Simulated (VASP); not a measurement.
**SnS: relaxation of cell and atoms with PBEsol**

The system is SnS.

```
Sn S
1.0
    11.20000    0.00000    0.00000
     0.00000    3.98700    0.00000
     0.00000    0.00000    4.33400
Sn S
4 4
Direct
  0.11940 0.25000 0.11980
  0.38060 0.75000 0.61980
  0.61940 0.25000 0.38020
  0.88060 0.75000 0.88020
  0.85080 0.25000 0.47930
  0.64920 0.75000 0.97930
  0.35080 0.25000 0.02070
  0.14920 0.75000 0.52070
```

| Property | Result |
| --- | --- |
| Program | VASP 6.6.1 |
| Task | relaxation of cell and atoms |
| Functional | PBEsol |
| Potentials or basis | VASP PAW PBE potentials, release 64 (Sn_d, S) |
| Cutoff | 600 eV |
| k mesh | 4 × 8 × 6 |
| Occupations | gaussian, width 0.03 eV |
| Spin | no spin polarisation |
| Further INCAR settings | ALGO = Normal; EDIFF = 1e-06; IBRION = 2; EDIFFG = -0.01; NSW = 90; ISIF = 3 |

The relaxed volume is 23.42 Å³/atom and the relaxed cell is a = 11.083 Å, b = 3.984 Å, c = 4.242 Å, α = 90.00°, β = 90.00°, γ = 90.00°. The space group after relaxing (to 0.05 Å) is Pnma (No. 62). The energy gained by relaxing is 3.3 meV/atom and the ionic steps are 17. The pressure after relaxing is 0.0 GPa and the largest force after relaxing is 0.009 eV/Å. The band gap on the k mesh is 0.77 eV, indirect (least direct gap 1.08 eV).

Forces in eV/Å, atoms in the order of the input:
```
Sn  -0.003  0.000 -0.009
Sn   0.003  0.000 -0.009
Sn  -0.003  0.000  0.009
Sn   0.003  0.000  0.009
S    0.001  0.000  0.002
S   -0.001  0.000  0.002
S    0.001  0.000 -0.002
S   -0.001  0.000 -0.002
```

Stress tensor (GPa, compression positive):
```
 0.04  0.00  0.00
 0.00 -0.05  0.00
 0.00  0.00 -0.01
```

Step by step:
| step | energy change (eV) | largest force (eV/Å) | pressure (GPa) | volume (Å³) |
| --- | --- | --- | --- | --- |
| 1 | 0.0000 | 0.0741 | -0.79 | 193.53 |
| 2 | -0.0097 | 0.1417 | 0.13 | 190.21 |
| 3 | -0.0097 | 0.1445 | 0.17 | 190.10 |
| 4 | -0.0166 | 0.0946 | 0.11 | 189.32 |
| 5 | -0.0225 | 0.0337 | 0.02 | 187.85 |
| 6 | -0.0226 | 0.0383 | 0.03 | 187.65 |
| 7 | -0.0247 | 0.0292 | -0.04 | 187.49 |
| 8 | -0.0246 | 0.0292 | -0.03 | 187.48 |
| 9 | -0.0254 | 0.0155 | 0.05 | 187.24 |
| 10 | -0.0255 | 0.0152 | 0.09 | 187.09 |
| 11 | -0.0257 | 0.0241 | -0.09 | 187.58 |
| 12 | -0.0258 | 0.0208 | -0.02 | 187.43 |
| 13 | -0.0258 | 0.0204 | -0.05 | 187.45 |
| 14 | -0.0259 | 0.0183 | -0.02 | 187.43 |
| 15 | -0.0260 | 0.0166 | -0.01 | 187.41 |
| 16 | -0.0262 | 0.0091 | 0.02 | 187.33 |
| 17 | -0.0262 | 0.0094 | -0.01 | 187.35 |

Final structure:
```
Sn S
1.0
    11.08297    0.00000    0.00000
     0.00000    3.98446    0.00000
     0.00000    0.00000    4.24249
Sn S
4 4
Cartesian
  1.3112 0.9961 0.4812
  4.2303 2.9883 2.6024
  6.8527 0.9961 1.6401
  9.7718 2.9883 3.7613
  9.4592 0.9961 2.0070
  7.1652 2.9883 4.1283
  3.9177 0.9961 0.1142
  1.6238 2.9883 2.2355
```

Levels at points of the mesh, in eV from the valence-band top:
| k point | band 36 | band 37 | band 38 | band 39 | band 40 | band 41 | band 42 | band 43 | band 44 | band 45 |
| --- | --- | --- | --- | --- | --- | --- | --- | --- | --- | --- |
| (0.00, 0.00, 0.00) | -2.20 | -1.97 | -1.25 | -0.82 | -0.68 | 0.77 | 2.96 | 3.00 | 3.08 | 3.42 |
| (0.50, 0.00, 0.00) | -2.42 | -2.22 | -2.22 | -0.70 | -0.70 | 2.61 | 2.61 | 2.78 | 2.78 | 4.08 |
| (0.00, 0.50, 0.00) | -2.06 | -1.02 | -1.02 | -0.78 | -0.78 | 1.10 | 1.10 | 1.70 | 1.70 | 1.98 |
| (0.50, 0.50, 0.00) | -2.44 | -1.01 | -1.01 | -1.01 | -1.01 | 1.58 | 1.58 | 1.58 | 1.58 | 2.45 |
| (0.00, 0.00, 0.50) | -1.80 | -0.94 | -0.94 | -0.09 | -0.09 | 1.41 | 1.41 | 1.88 | 1.88 | 1.90 |
| (0.50, 0.00, 0.50) | -2.16 | -0.70 | -0.70 | 0.00 | 0.00 | 1.30 | 1.30 | 1.83 | 1.83 | 1.94 |
| (0.00, 0.50, 0.50) | -3.49 | -2.57 | -2.57 | -1.56 | -1.56 | 2.75 | 2.75 | 3.02 | 3.02 | 4.54 |
| (0.50, 0.50, 0.50) | -4.09 | -1.75 | -1.75 | -1.75 | -1.75 | 2.56 | 2.56 | 2.56 | 2.56 | 4.68 |

Wall time 17 min on 2 MPI ranks on Intel(R) Xeon(R) 6975P-C (Granite Rapids), with other jobs on the host, peak memory 0.66 GiB a rank.

Caveat: the PAW data sets were made with another functional, which shifts forces and pressure a little; spin-orbit coupling is left out, which moves the levels of the heavy elements. A k mesh can miss the band edges.
